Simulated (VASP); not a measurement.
# TiAl: molecular dynamics with a thermostat

TiAl, P4/mmm (no. 123), 16 atoms in the cell. PBE, molecular dynamics; PAW potentials Ti, Al (PBE set).

Ensemble: NVT; Target temperature (K): 600.

## Input

INCAR:
```
SYSTEM = TiAl
ALGO     = Fast           ! electronic algorithm
ANDERSEN_PROB= 0.05         
EDIFF    = 1E-5           ! SCF threshold, eV
ENCUT    = 240            ! plane-wave cutoff, eV
GGA      = PE             ! functional
IBRION   = 0              ! ionic algorithm
ISIF     = 2              ! what is computed and relaxed
ISMEAR   = -1             ! smearing method
ISYM     = 0            
KPAR     = 2            
LASPH    = .TRUE.         ! aspherical terms in the spheres
LCHARG   = .FALSE.        ! write CHGCAR
LREAL    = Auto         
LWAVE    = .FALSE.        ! write WAVECAR
MDALGO   = 1            
NELM     = 60             ! most SCF steps
NELMIN   = 4            
NSW      = 80             ! ionic steps
POTIM    = 2.0            ! step
PREC     = Normal         ! precision mode
RANDOM_SEED= 965655 0 0   
SIGMA    = 0.05           ! smearing width, eV
TEBEG    = 600          
TEEND    = 600           
```

KPOINTS:
```
k-points
0
Monkhorst-Pack
  2 2 2
```

POSCAR:
```
TiAl
1.0
    5.6746000000      0.0000000000      0.0000000000
    0.0000000000      5.6746000000      0.0000000000
    0.0000000000      0.0000000000      8.1182000000
Ti Al
8 8
Direct
    0.0000000000      0.0000000000      0.0000000000
    0.0000000000      0.0000000000      0.5000000000
    0.0000000000      0.5000000000      0.0000000000
    0.0000000000      0.5000000000      0.5000000000
    0.5000000000      0.0000000000      0.0000000000
    0.5000000000      0.0000000000      0.5000000000
    0.5000000000      0.5000000000      0.0000000000
    0.5000000000      0.5000000000      0.5000000000
    0.2500000000      0.2500000000      0.2500000000
    0.2500000000      0.2500000000      0.7500000000
    0.2500000000      0.7500000000      0.2500000000
    0.2500000000      0.7500000000      0.7500000000
    0.7500000000      0.2500000000      0.2500000000
    0.7500000000      0.2500000000      0.7500000000
    0.7500000000      0.7500000000      0.2500000000
    0.7500000000      0.7500000000      0.7500000000
```

Commands:
```
cat potpaw_PBE.64/Ti/POTCAR potpaw_PBE.64/Al/POTCAR > POTCAR
mpirun -np 2 vasp_std > vasp.out
```

## Result

- Mean temperature (K): 522
- Rise of the mean potential energy above the start (meV/atom): 53.7
- Electronic steps per ionic step after the first: 6.8

Course of the run:

| Time (fs) | Temperature (K) | Potential energy less the first (meV/atom) |
|---|---|---|
| 2 | 600 | 0.0 |
| 14 | 563 | 19.3 |
| 26 | 409 | 61.7 |
| 38 | 290 | 84.8 |
| 50 | 530 | 76.9 |
| 62 | 660 | 62.5 |
| 74 | 693 | 47.3 |
| 88 | 421 | 47.9 |
| 100 | 450 | 46.6 |
| 112 | 438 | 44.9 |
| 124 | 466 | 51.4 |
| 136 | 570 | 61.7 |
| 148 | 610 | 63.2 |
| 160 | 613 | 72.4 |

REPORT:
```
MDALGO =   1
         ANDERSEN_PROB =  0.05000000
               SCALING =       0
                 CNEXP =     9.000   14.000
           RANDOM_SEED =            965655                0                0

   original number of atomic DOF:         45
   number of independent constraints:      0
   number of active DOF:                  45

========================================
         MD step No.       1
========================================

  Atomic velocities initialized by STEP_tb

  >Energies
                    E_tot             E_pot             E_kin               EPS                ES
   e_b>   -0.97753736E+02   -0.98917082E+02    0.11633458E+01    0.00000000E+00    0.00000000E+00

  >Temperature
               T_sim     T_inst
   tmprt>    600.000    599.999

  >Thermostat, num. of collisions:                0

           RANDOM_SEED =            965655              198                0

[... steps left out ...]

========================================
         MD step No.      80
========================================

  >Energies
                    E_tot             E_pot             E_kin               EPS                ES
   e_b>   -0.96570414E+02   -0.97758019E+02    0.11876043E+01    0.00000000E+00    0.00000000E+00

  >Temperature
               T_sim     T_inst
   tmprt>    600.000    612.511

  >Thermostat, num. of collisions:                0

           RANDOM_SEED =            965655             9520                0
```

OSZICAR:
```
N       E                     dE             d eps       ncg     rms          rms(c)
DAV:   1     0.137671931262E+03    0.13767E+03   -0.11387E+04   296   0.684E+02
DAV:   2    -0.833102190520E+02   -0.22098E+03   -0.21463E+03   296   0.208E+02
DAV:   3    -0.110376280015E+03   -0.27066E+02   -0.26364E+02   432   0.619E+01
DAV:   4    -0.111421785833E+03   -0.10455E+01   -0.10153E+01   400   0.133E+01
DAV:   5    -0.111438529414E+03   -0.16744E-01   -0.16688E-01   440   0.148E+00    0.340E+01
RMM:   6    -0.979245887477E+02    0.13514E+02   -0.64754E+01   296   0.431E+01    0.562E+00
RMM:   7    -0.994099947132E+02   -0.14854E+01   -0.20140E+01   296   0.131E+01    0.557E+00
RMM:   8    -0.993196371855E+02    0.90358E-01   -0.17222E+00   318   0.515E+00    0.372E+00
RMM:   9    -0.994989194041E+02   -0.17928E+00   -0.91925E+00   384   0.153E+01    0.772E+00
RMM:  10    -0.991727691129E+02    0.32615E+00   -0.49845E-01   296   0.392E+00    0.523E+00
RMM:  11    -0.989406655078E+02    0.23210E+00   -0.11988E+00   345   0.472E+00    0.234E+00
RMM:  12    -0.989196641847E+02    0.21001E-01   -0.42918E-01   300   0.250E+00    0.627E-01
[... left out ...]
DAV:   1    -0.977580109593E+02    0.39606E-01   -0.15567E-01   306   0.162E+00    0.121E-01
RMM:   2    -0.977585834961E+02   -0.57254E-03   -0.43202E-03   298   0.376E-01    0.210E-01
RMM:   3    -0.977581682530E+02    0.41524E-03   -0.10656E-03   309   0.171E-01    0.100E-01
RMM:   4    -0.977581428447E+02    0.25408E-04   -0.84164E-04   330   0.115E-01    0.854E-02
RMM:   5    -0.977580426830E+02    0.10016E-03   -0.36309E-04   300   0.964E-02    0.415E-02
RMM:   6    -0.977580276050E+02    0.15078E-04   -0.17226E-04   295   0.714E-02    0.287E-02
RMM:   7    -0.977580268784E+02    0.72663E-06   -0.11808E-04   292   0.463E-02    0.228E-02
RMM:   8    -0.977580186454E+02    0.82330E-05   -0.31822E-05   215   0.306E-02
     80 T=   613. E= -.96570414E+02 F= -.97758019E+02 E0= -.97650470E+02  EK= 0.11876E+01 SP= 0.00E+00 SK= 0.00E+00
```

Limits: 160 fs of 16 atoms are too short for converged averages.

VASP 6.6.1 took 302 s on 2 cores (AMD EPYC 9R45 (Zen 5)), a shared host.
